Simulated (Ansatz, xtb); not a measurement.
**C4H9N: which of two isomers lies lower**

We compare X, `C1CCNC1`, a singlet, with Y, `C=NCCC`, a singlet. Both are isolated molecules in the gas phase, relaxed with PBE0-D3(BJ)/def2-SVP; the shapes shown needn't be the lowest conformers.

X (Å):

```xyz
14

C    -0.9166    0.5647   -0.3729
C    -0.0180   -0.2331   -1.3424
C     1.3438   -0.3000   -0.6170
C     0.0139    0.8859    0.8174
N     1.3784    0.8095    0.3218
H    -1.2757    1.4919   -0.8461
H    -1.8093    0.0023   -0.0603
H     0.0813    0.2923   -2.3051
H    -0.4173   -1.2336   -1.5672
H     1.4173   -1.2422   -0.0457
H     2.2082   -0.2709   -1.2968
H     1.5933    1.6661   -0.1873
H    -0.1130    0.1246    1.6073
H    -0.1846    1.8632    1.2818
```

Y (Å):

```json
{"atom": "C", "x (Å)": "-2.0505", "y (Å)": "-1.0575", "z (Å)": "-2.5430"}
{"atom": "C", "x (Å)": "-0.6213", "y (Å)": "-0.7431", "z (Å)": "-0.7376"}
{"atom": "C", "x (Å)": "-0.2911", "y (Å)": "-1.8339", "z (Å)": "0.2735"}
{"atom": "C", "x (Å)": "0.1366", "y (Å)": "-1.2793", "z (Å)": "1.6215"}
{"atom": "N", "x (Å)": "-0.9282", "y (Å)": "-1.3083", "z (Å)": "-2.0251"}
{"atom": "H", "x (Å)": "-2.3078", "y (Å)": "-1.4870", "z (Å)": "-3.5225"}
{"atom": "H", "x (Å)": "-2.8150", "y (Å)": "-0.4127", "z (Å)": "-2.0607"}
{"atom": "H", "x (Å)": "0.2665", "y (Å)": "-0.0966", "z (Å)": "-0.8605"}
{"atom": "H", "x (Å)": "-1.4409", "y (Å)": "-0.0993", "z (Å)": "-0.3492"}
{"atom": "H", "x (Å)": "-1.1753", "y (Å)": "-2.4835", "z (Å)": "0.3917"}
{"atom": "H", "x (Å)": "0.5001", "y (Å)": "-2.4718", "z (Å)": "-0.1534"}
{"atom": "H", "x (Å)": "0.3628", "y (Å)": "-2.0870", "z (Å)": "2.3334"}
{"atom": "H", "x (Å)": "1.0400", "y (Å)": "-0.6550", "z (Å)": "1.5300"}
{"atom": "H", "x (Å)": "-0.6519", "y (Å)": "-0.6536", "z (Å)": "2.0703"}
```

Energies in hartree; the thermal terms are from GFN2-xTB frequencies at re-optimised GFN2-xTB minima (ideal gas, soft modes damped towards free rotors, one conformer each, 298.15 K, 1 atm) and include the zero-point energy:

|  | X | Y |
| --- | --- | --- |
| E, CCSD(T)/def2-SVP | −211.807698 | −211.795184 |
| E, MP2/def2-SVP | −211.725296 | −211.709307 |
| E, MP2/def2-TZVPP | −212.124508 | −212.105324 |
| zero-point energy | 0.127513 | 0.122671 |
| H(298 K) − E | 0.133386 | 0.130063 |
| G(298 K) − E | 0.099461 | 0.092914 |

Problem. Correct the CCSD(T) difference for the basis set by the MP2 change, then work out ΔE, ΔE₀, ΔH and ΔG for X → Y in kcal/mol (1 Eh = 627.51 kcal/mol) and the equilibrium ratio [Y]/[X].

Solution. 1. Differences Y − X: CCSD(T) +0.012514, MP2 in the small set +0.015989, MP2 in the large set +0.019184 Eh.
2. ΔE = +0.012514 + (+0.019184 − (+0.015989)) = +0.015709 Eh = +9.86 kcal/mol.
3. ΔE₀ = ΔE + ΔZPE = +0.015709 + (−0.004842) Eh = +6.82 kcal/mol.
4. ΔH = ΔE + (−0.003323) Eh = +7.77 kcal/mol.
5. ΔG = ΔE + (−0.006547) Eh = +5.75 kcal/mol, so ΔS = (ΔH − ΔG)/T = +28.4 J/(mol K).
6. kT = 0.9442 mEh, so K = [Y]/[X] = exp(−ΔG/kT) = exp(−9.70) ≈ 6.1 × 10^−5.

Structure X is favoured at this temperature. An error of 1 kcal/mol in ΔG would change K by a factor of 5.4. Mirror images and further conformers aren't counted.

As drawn, Y has 1 C=N, 1 C–H in place of 1 C–C, 1 C–N, 1 N–H. Structure X has a 5-membered ring, Y no ring.

Other levels gave ΔE = +19.6 (GFN2-xTB); +35.9 (HF/STO-3G, GFN2-xTB geometries); +12.3 (r2SCAN-D4/def2-SVP, GFN2-xTB geometries); +14.3 (PBE0-D3(BJ)/def2-SVP); +7.6 (HF/def2-SVP); +10.0 (MP2/def2-SVP); +7.9 (CCSD(T)/def2-SVP) kcal/mol. The correlated steps freeze 5 core orbitals. Programs: Ansatz 0.2.0, xtb 6.7.1.
